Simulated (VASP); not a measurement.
# AlN (P6_3mc) in VASP: further runs

Runs on AlN. Level: r2SCAN. Tasks: relaxation of cell and atoms, single point.

All numbers are computed with VASP 6.6.1; they aren't measurements. Logs are shortened: lines on timing, memory, paths and dates and some standing lists are left out, and cuts for length are marked.

**1. The cell of the first run**

It takes space group P6_3mc (No. 186, hexagonal). The conventional cell has a = 3.107 Å, b = 3.107 Å, c = 4.979 Å, α = 90.00°, β = 90.00°, γ = 120.00°. Al (site symmetry 3m) has 4 N at 1.89 to 1.90 Å as nearest neighbours. N (site symmetry 3m) has 4 Al at 1.89 to 1.90 Å as nearest neighbours.

The cell was built by a generator and needn't be a form met in nature.

**2. Relaxation of cell and atoms, r2SCAN, target pressure 5 GPa, at which the enthalpy is minimised (cell and atoms relaxed at 5 GPa)**

Input file POSCAR:

```
AlN
1.0
    3.1067009323      0.0000000000      0.0000000000
   -1.5533504661      2.6904819293      0.0000000000
    0.0000000000      0.0000000000      4.9785263491
Al N
2 2
Direct
    0.3333333333      0.6666666667      0.0001942089
    0.6666666667      0.3333333333      0.5001942089
    0.3333333333      0.6666666667      0.3818057911
    0.6666666667      0.3333333333      0.8818057911
```

Input file INCAR.step1:

```
SYSTEM = AlN
PREC = Accurate
ENCUT = 600
ISMEAR = 0
SIGMA = 0.01
LREAL = .False.
LASPH = .True.
NELM = 100
GGA = PE
ALGO = Normal
EDIFF = 1E-4
LWAVE = .True.
LCHARG = .False.
```

Input file INCAR.step2:

```
SYSTEM = AlN
PREC = Accurate
ENCUT = 600
EDIFF = 1E-7
ISMEAR = 0
SIGMA = 0.01
LREAL = .False.
LASPH = .True.
NELM = 100
ALGO = Normal
ISIF = 3
LWAVE = .False.
LCHARG = .False.
METAGGA = R2SCAN
LMIXTAU = .True.
IBRION = 2
NSW = 80
EDIFFG = -0.001
PSTRESS = 50.0
ISTART = 1
```

Input file KPOINTS:

```
regular mesh
0
Gamma
  9 9 6
  0 0 0
```

Potentials or basis: VASP PAW PBE potentials, release 64 (Al, N).

Started as:

```sh
$ cat potpaw_PBE.64/Al/POTCAR potpaw_PBE.64/N/POTCAR > POTCAR
$ cp INCAR.step1 INCAR
$ mpirun -np 1 vasp_std > vasp.out
$ cp INCAR.step2 INCAR
$ mpirun -np 1 vasp_std > vasp.out
```

OUTCAR:

```text
SYSTEM = AlN
   PREC = Accurate
   ENCUT = 600
   EDIFF = 1E-7
   ISMEAR = 0
   LREAL = .False.
   LASPH = .True.
   NELM = 100
   ISIF = 3
   METAGGA = R2SCAN
   IBRION = 2
   NSW = 80
   EDIFFG = -0.001
   PSTRESS = 50.0
   ISTART = 1

 ion  position               nearest neighbor table
   1  0.333  0.667  0.000-   4 1.89   4 1.89   4 1.89   3 1.90   2 3.07   2 3.07   2 3.07   2 3.07
                             2 3.07   2 3.07
   2  0.667  0.333  0.500-   3 1.89   3 1.89   3 1.89   4 1.90   1 3.07   1 3.07   1 3.07   1 3.07
                             1 3.07   1 3.07
   3  0.333  0.667  0.382-   2 1.89   2 1.89   2 1.89   1 1.90
   4  0.667  0.333  0.882-   1 1.89   1 1.89   1 1.89   2 1.90

  LATTYP: Found a hexagonal cell.
 ALAT       =     3.1067009323
 C/A-ratio  =     1.6025122655

  Lattice vectors:

 A1 = (   3.1067009323,   0.0000000000,   0.0000000000)
 A2 = (  -1.5533504661,   2.6904819293,   0.0000000000)
 A3 = (   0.0000000000,   0.0000000000,   4.9785263491)

Analysis of symmetry for initial positions (statically):
=====================================================================
 Subroutine PRICEL returns:
 Original cell was already a primitive cell.

 Routine SETGRP: Setting up the symmetry group for a
 hexagonal supercell.

 Subroutine GETGRP returns: Found 12 space group operations
 (whereof  6 operations were pure point group operations)
 out of a pool of 24 trial point group operations.

The static configuration has the point symmetry C_3v.
 The point group associated with its full space group is C_6v.

Analysis of symmetry for dynamics (positions and initial velocities):
=====================================================================
 Subroutine PRICEL returns:
 Original cell was already a primitive cell.

 Routine SETGRP: Setting up the symmetry group for a
 hexagonal supercell.

 Subroutine GETGRP returns: Found 12 space group operations
 (whereof  6 operations were pure point group operations)
 out of a pool of 24 trial point group operations.

The dynamic configuration has the point symmetry C_3v.
 The point group associated with its full space group is C_6v.

 Subroutine INISYM returns: Found 12 space group operations
 (whereof  6 operations are pure point group operations),
 and found     1 'primitive' translations

----------------------------------------------------------------------------------------

                                     Primitive cell

  volume of cell :      41.6131

  direct lattice vectors                    reciprocal lattice vectors
     3.106700932  0.000000000  0.000000000     0.321884862  0.185840312  0.000000000
    -1.553350466  2.690481929  0.000000000     0.000000000  0.371680623  0.000000000
     0.000000000  0.000000000  4.978526349     0.000000000  0.000000000  0.200862651

  length of vectors
     3.106700932  3.106700932  4.978526349     0.371680623  0.371680623  0.200862651

  position of ions in fractional coordinates (direct lattice)
     0.333333333  0.666666667  0.000194209
     0.666666667  0.333333333  0.500194209
     0.333333333  0.666666667  0.381805791
     0.666666667  0.333333333  0.881805791

  ion indices of the primitive-cell ions
   primitive index   ion index
                 1           1
                 2           2
                 3           3
                 4           4

----------------------------------------------------------------------------------------

 KPOINTS: regular mesh

Automatic generation of k-mesh.
 Grid dimensions read from file:
 generate k-points for:    9    9    6

 Generating k-lattice:

  Cartesian coordinates                     Fractional coordinates (reciprocal lattice)
     0.035764985  0.020648924  0.000000000     0.111111111  0.000000000  0.000000000
     0.000000000  0.041297847  0.000000000     0.000000000  0.111111111  0.000000000
     0.000000000  0.000000000  0.033477108     0.000000000  0.000000000  0.166666667

  Length of vectors
     0.041297847  0.041297847  0.033477108

  Shift w.r.t. Gamma in fractional coordinates (k-lattice)
     0.000000000  0.000000000  0.000000000

 Subroutine IBZKPT returns following result:
 ===========================================

 Found     48 irreducible k-points:

 Following reciprocal coordinates:
            Coordinates               Weight
  0.000000  0.000000  0.000000      1.000000
  0.111111 -0.000000  0.000000      6.000000
  0.222222  0.000000  0.000000      6.000000
  0.333333 -0.000000  0.000000      6.000000
  0.444444  0.000000  0.000000      6.000000
  0.111111  0.111111  0.000000      6.000000
[... 16 lines left out ...]
  0.333333  0.222222  0.166667     24.000000
  0.333333  0.333333  0.166667      4.000000
 [... further k-points ...]
   k-points           NKPTS =     48   k-points in BZ     NKDIM =     48   number of bands    NBANDS=     12
   number of dos      NEDOS =    301   number of ions     NIONS =      4
   total plane-waves  NPLWV =  31360
   dimension x,y,z NGX =    28 NGY =   28 NGZ =   40
   dimension x,y,z NGXF=    56 NGYF=   56 NGZF=   80
   ions per type =               2   2
   NGX,Y,Z   is equivalent  to a cutoff of  14.98, 14.98, 13.36 a.u.
   NGXF,Y,Z  is equivalent  to a cutoff of  29.97, 29.97, 26.71 a.u.
 SYSTEM =  AlN
   PREC   = accura    normal or accurate (medium, high low for compatibility)
   ISTART =      1    job   : 0-new  1-cont  2-samecut
   ICHARG =      0    charge: 1-file 2-atom 10-const
   ISPIN  =      1    spin polarized calculation?
   LNONCOLLINEAR =      F non collinear calculations
   LSORBIT =      F    spin-orbit coupling
   LASPH  =      T    aspherical Exc in radial PAW
   ENCUT  =  600.0 eV  44.10 Ry    6.64 a.u.   6.20  6.20  9.94*2*pi/ulx,y,z
   NELM   =    100;   NELMIN=  2; NELMDL=  0     # of ELM steps
   EDIFF  = 0.1E-06   stopping-criterion for ELM
   LREAL  =      F    real-space projection
   EDIFFG = -.1E-02   stopping-criterion for IOM
   NSW    =     80    number of steps for IOM
   IBRION =      2    ionic relax: 0-MD 1-quasi-New 2-CG
   NFREE  =      1    steps in history (QN), initial steepest desc. (CG)
   ISIF   =      3    stress and relaxation
   ISYM   =      2    0-nonsym 1-usesym 2-fastsym
   POTIM  = 0.5000    time-step for ionic-motion
   TEBEG  =    0.0;   TEEND  =   0.0 temperature during run
   PSTRESS=   50.0 pullay stress
   NELECT =      16.0000    total number of electrons
   NUPDOWN=      -1.0000    fix difference up-down
   EMIN   =  10.00;   EMAX   =-10.00  energy-range for DOS
   EFERMI =   0.00;   METHOD = LEGACY
   ISMEAR =     0;   SIGMA  =   0.01  broadening in eV -4-tet -1-fermi 0-gaus
   EFERMI_NEDOS =   21; number of points for ismear=-14 and -15
   IALGO  =     38    algorithm
   IMIX   =      4    mixing-type and parameters
     AMIX     =   0.40;   BMIX     =  1.00
     AMIX_MAG =   1.60;   BMIX_MAG =  1.00
  volume/ion in A,a.u.               =      10.40        70.20
  Fermi-wavevector in a.u.,A,eV,Ry     =   1.190432  2.249591 19.281212  1.417129
  Thomas-Fermi vector in A             =   2.326517
   LORBIT       =      0    0 simple, 1 ext, 2 COOP (PROOUT), +10 PAW based schemes
   METAGGA = R2SCAN    functional components
   LHFCALC =     F    Hartree Fock is set to
   AEXX    =    0.0000 exact exchange contribution
   IVDW    =     0    specifies the selected vdW correction
   LEPSILON=     F    determine dielectric tensor
   LRPA    =     F    only Hartree local field effects (RPA)
 conjugate gradient relaxation of ions
 non-spin polarized calculation
 Gauss-broadening in eV      SIGMA  =   0.01
  energy-cutoff  :      600.00
  volume of cell :       41.61
 maximum number of plane-waves:      1412
 NGX is ok and might be reduce to    28
   NGX = 13   NGY = 13   NGZ = 19

--------------------------------------- Ionic step        1  -------------------------------------------

 number of electron      15.9999999 magnetization

 Free energy of the ion-electron system (eV)
  ---------------------------------------------------
  ext. energy  EPLUGINS =         0.00000000
  ---------------------------------------------------
  free energy    TOTEN  =       -38.45568485 eV

  energy without entropy =      -38.45568485  energy(sigma->0) =      -38.45568485

------------------------ aborting loop because EDIFF is reached ----------------------------------------

  FORCE on cell =-STRESS in cart. coord.  units (eV):
  Direction    XX          YY          ZZ          XY          YZ          ZX
  --------------------------------------------------------------------------------------
  -------------------------------------------------------------------------------------
  Total       -0.0840074     -0.0840074     -0.0800961     -0.0000000     -0.0000000      0.0000000
  in kB       -3.2344295     -3.2344295     -3.0838401     -0.0000000     -0.0000000      0.0000000
  external PRESSURE =     -53.1842330 kB  Pullay stress =      50.0000000 kB
[... 103 lines left out ...]
  energy  without entropy=      -38.4418931357  energy(sigma->0) =      -38.44189314

  enthalpy is  TOTEN    =       -37.1734703244 eV   P V=        1.2684228113

[... ionic steps 4 to 7 ...]

--------------------------------------- Ionic step        8  -------------------------------------------

 number of electron      16.0000000 magnetization

------------------------ aborting loop because EDIFF is reached ----------------------------------------
[... 75 lines left out ...]
--------------------------------------- Ionic step       10  -------------------------------------------

 number of electron      16.0000000 magnetization

 Free energy of the ion-electron system (eV)
  ---------------------------------------------------
  ext. energy  EPLUGINS =         0.00000000
  ---------------------------------------------------
  free energy    TOTEN  =       -38.44122586 eV

  energy without entropy =      -38.44122586  energy(sigma->0) =      -38.44122586

 E-fermi :   6.2818     XC(G=0): -11.5269

 val. band max:        6.1642034589   @ k =   0.0000   0.0000   0.0000
 cond. band min:      11.2981037145   @ k =   0.0000   0.0000   0.0000
 fundamental gap:      5.1339002557
 Fermi energy:         6.2818459577

 k-point     1 :       0.0000    0.0000    0.0000
  band No.  band energies     occupation
      1      -9.9786      2.00000
      2      -7.7744      2.00000
      3      -0.0234      2.00000
      4       5.2446      2.00000
      5       5.2446      2.00000
      6       5.9152      2.00000
      7       5.9152      2.00000
      8       6.1642      2.00000
      9      11.2981      0.00000
     10      13.8989      0.00000
     11      17.9888      0.00000
     12      18.3600      0.00000
[... 331 lines left out ...]
 k-point    24 :       0.3333    0.3333    0.1667
  band No.  band energies     occupation
      1      -7.4093      2.00000
      2      -7.4093      2.00000
      3       1.2695      2.00000
      4       1.9046      2.00000
      5       1.9046      2.00000
      6       3.3383      2.00000
      7       4.2408      2.00000
      8       4.2408      2.00000
      9      12.2872      0.00000
     10      15.3595      0.00000
     11      16.2995      0.00000
     12      16.2995      0.00000

 [... further k-points ...]

------------------------ aborting loop because EDIFF is reached ----------------------------------------

  FORCE on cell =-STRESS in cart. coord.  units (eV):
  Direction    XX          YY          ZZ          XY          YZ          ZX
  --------------------------------------------------------------------------------------
  -------------------------------------------------------------------------------------
  Total        1.2679195      1.2679195      1.2669693      0.0000000      0.0000000      0.0000000
  in kB       50.0095193     50.0095193     49.9720432      0.0000000      0.0000000      0.0000000
  external PRESSURE =      -0.0029727 kB  Pullay stress =      50.0000000 kB
[... 23 lines left out ...]
  energy  without entropy=      -38.4412258605  energy(sigma->0) =      -38.44122586

  enthalpy is  TOTEN    =       -37.1735477445 eV   P V=        1.2676781161

 reached required accuracy - stopping structural energy minimisation
```

Run time: 20 min. Hardware: 1 thread of AMD EPYC 7R43 (Zen 3), shared host; peak memory 0.15 GiB.

What came out:

```yaml
Free_energy: -38.4412 eV
Relaxed_volume: 10.16 Å³/atom
Relaxed_cell: a = 3.083 Å, b = 3.083 Å, c = 4.933 Å, α = 90.00°, β = 90.00°, γ = 120.00°
Space_group_after_relaxing_to_0.05_Å: P6_3mc (No. 186)
Energy_change_on_relaxing_the_enthalpy_is_what_falls: +3.6 meV/atom
Ionic_steps: 10
Pressure_after_relaxing: 5.0 GPa
Band_gap_on_the_k_mesh: 5.13 eV, direct
```

The path:
| step | energy change (eV) | largest force (eV/Å) | pressure (GPa) | volume (Å³) |
| --- | --- | --- | --- | --- |
| 1 | 0.0000 | 0.0015 | -0.32 | 41.61 |
| 2 | 0.0686 | 0.0197 | 11.43 | 39.57 |
| 3 | 0.0138 | 0.0099 | 4.89 | 40.64 |
| 4 | 0.0144 | 0.0101 | 5.00 | 40.63 |
| 5 | 0.0144 | 0.0119 | 5.00 | 40.62 |
| 6 | 0.0144 | 0.0128 | 5.00 | 40.62 |
| 7 | 0.0145 | 0.0075 | 5.00 | 40.62 |
| 8 | 0.0145 | 0.0004 | 5.00 | 40.62 |
| 9 | 0.0145 | 0.0002 | 5.00 | 40.62 |
| 10 | 0.0145 | 0.0001 | 5.00 | 40.62 |

Final structure:
```
Al N
1.0
     3.08348    0.00000    0.00000
    -1.54174    2.67038    0.00000
     0.00000    0.00000    4.93328
Al N
2 2
Direct
  0.33333 0.66667 0.99995
  0.66667 0.33333 0.49995
  0.33333 0.66667 0.38205
  0.66667 0.33333 0.88205
```

Caveat: the cell is relaxed towards a set pressure, so the enthalpy falls and the energy may rise; the PAW data sets were made with another functional, which shifts forces and pressure a little; an odd mesh through Γ misses points on the zone boundary, where band edges often lie.

**3. Single point, r2SCAN (cell and atoms relaxed at 0 GPa)**

POSCAR is that of step 2.

Input file INCAR.step1:

```
PREC = Accurate ; ENCUT = 520
ISMEAR = 0 ; SIGMA = 0.01
LREAL = F ; LASPH = T
NELM = 60 ; NBANDS = 16
GGA = PE ; ALGO = Normal
EDIFF = 1E-4 ; LWAVE = T
LCHARG = F
```

Input file INCAR.step2:

```
PREC = Accurate ; ENCUT = 520
EDIFF = 1E-7 ; ISMEAR = 0
SIGMA = 0.01 ; LREAL = F
LASPH = T ; NELM = 60
ALGO = Normal ; ISIF = 2
LWAVE = F ; LCHARG = F
METAGGA = R2SCAN ; LMIXTAU = T
NBANDS = 16 ; ISTART = 1
```

Input file KPOINTS:

```
regular mesh
0
Gamma
  9 9 6
```

Potentials or basis: VASP PAW PBE potentials, release 64 (Al, N).

Started as:

```sh
$ cat potpaw_PBE.64/Al/POTCAR potpaw_PBE.64/N/POTCAR > POTCAR
$ cp INCAR.step1 INCAR
$ mpirun -np 1 vasp_std > vasp.out
$ cp INCAR.step2 INCAR
$ mpirun -np 1 vasp_std > vasp.out
```

OUTCAR:

```text
PREC = Accurate
   ENCUT = 520
   EDIFF = 1E-7
   ISMEAR = 0
   LREAL = F
   LASPH = T
   NELM = 60
   ISIF = 2
   METAGGA = R2SCAN
   ISTART = 1

 ion  position               nearest neighbor table
   1  0.333  0.667  0.000-   4 1.89   4 1.89   4 1.89   3 1.90   2 3.07   2 3.07   2 3.07   2 3.07
                             2 3.07   2 3.07
   2  0.667  0.333  0.500-   3 1.89   3 1.89   3 1.89   4 1.90   1 3.07   1 3.07   1 3.07   1 3.07
                             1 3.07   1 3.07
   3  0.333  0.667  0.382-   2 1.89   2 1.89   2 1.89   1 1.90
[... 662 lines left out ...]
  Direction    XX          YY          ZZ          XY          YZ          ZX
  --------------------------------------------------------------------------------------
  -------------------------------------------------------------------------------------
  Total       -0.1019064     -0.1019064     -0.0979764     -0.0000000      0.0000000      0.0000000
  in kB       -3.9235746     -3.9235746     -3.7722611     -0.0000000      0.0000000      0.0000000
  external PRESSURE =      -3.8731368 kB  Pullay stress =       0.0000000 kB

 VOLUME and BASIS-vectors are now :
 -----------------------------------------------------------------------------
  energy-cutoff  :      520.00
  volume of cell :       41.61
      direct lattice vectors                 reciprocal lattice vectors
     3.106700932  0.000000000  0.000000000     0.321884862  0.185840312  0.000000000
    -1.553350466  2.690481929  0.000000000     0.000000000  0.371680623  0.000000000
     0.000000000  0.000000000  4.978526349     0.000000000  0.000000000  0.200862651

 POSITION                                       TOTAL-FORCE (eV/Angst)
 -----------------------------------------------------------------------------------
     -0.00000      1.79365      0.00097        -0.000000     -0.000000     -0.001497
      1.55335      0.89683      2.49023         0.000000      0.000000     -0.001497
     -0.00000      1.79365      1.90083         0.000000     -0.000000      0.001497
      1.55335      0.89683      4.39009         0.000000      0.000000      0.001497
 -----------------------------------------------------------------------------------
    total drift:                               -0.000000     -0.000000     -0.018968

  FREE ENERGIE OF THE ION-ELECTRON SYSTEM (eV)
  ---------------------------------------------------
  free  energy   TOTEN  =       -38.4563178693 eV

  energy  without entropy=      -38.4563178693  energy(sigma->0) =      -38.45631787
```

OSZICAR.step1:

```text
N       E                     dE             d eps       ncg     rms          rms(c)
DAV:   1     0.413185075038E+02    0.41319E+02   -0.74030E+03  1536   0.903E+02
DAV:   2    -0.310557921436E+02   -0.72374E+02   -0.66021E+02  2136   0.188E+02
DAV:   3    -0.345095452389E+02   -0.34538E+01   -0.34444E+01  1920   0.428E+01
DAV:   4    -0.345303880852E+02   -0.20843E-01   -0.20842E-01  1936   0.373E+00
DAV:   5    -0.345306630078E+02   -0.27492E-03   -0.27492E-03  1936   0.434E-01    0.122E+01
DAV:   6    -0.297562488815E+02    0.47744E+01   -0.10667E+01  1840   0.237E+01    0.417E+00
DAV:   7    -0.297795976669E+02   -0.23349E-01   -0.68506E-01  1656   0.582E+00    0.296E+00
DAV:   8    -0.297723107389E+02    0.72869E-02   -0.60324E-02  1640   0.226E+00    0.588E-01
DAV:   9    -0.297672651490E+02    0.50456E-02   -0.12322E-02  2040   0.819E-01    0.246E-01
DAV:  10    -0.297678940403E+02   -0.62889E-03   -0.23222E-03  1624   0.301E-01    0.132E-01
DAV:  11    -0.297678108436E+02    0.83197E-04   -0.17888E-04  1344   0.103E-01
   1 F= -.29767811E+02 E0= -.29767811E+02  d E =-.146514E-23
```

Wall time 54 s (1 thread of Intel Xeon Platinum 8559C (Emerald Rapids), shared host); peak memory 0.17 GiB.

What came out:

| Quantity | Value |
| --- | --- |
| Free energy | -38.4563 eV |
| Pressure | -0.4 GPa |
| Band gap on the k mesh | 4.92 eV, direct |

Levels at points of the mesh, in eV from the valence-band top:
| k point | band 6 | band 7 | band 8 | band 9 | band 10 | band 11 |
| --- | --- | --- | --- | --- | --- | --- |
| (0.00, 0.00, 0.00) | -0.22 | -0.22 | 0.00 | 4.92 | 7.54 | 11.62 |
| (0.00, 0.00, 0.50) | -0.56 | -0.56 | -0.56 | 7.26 | 7.26 | 11.32 |

Caveat: the PAW data sets were made with another functional, which shifts forces and pressure a little; an odd mesh through Γ misses points on the zone boundary, where band edges often lie.
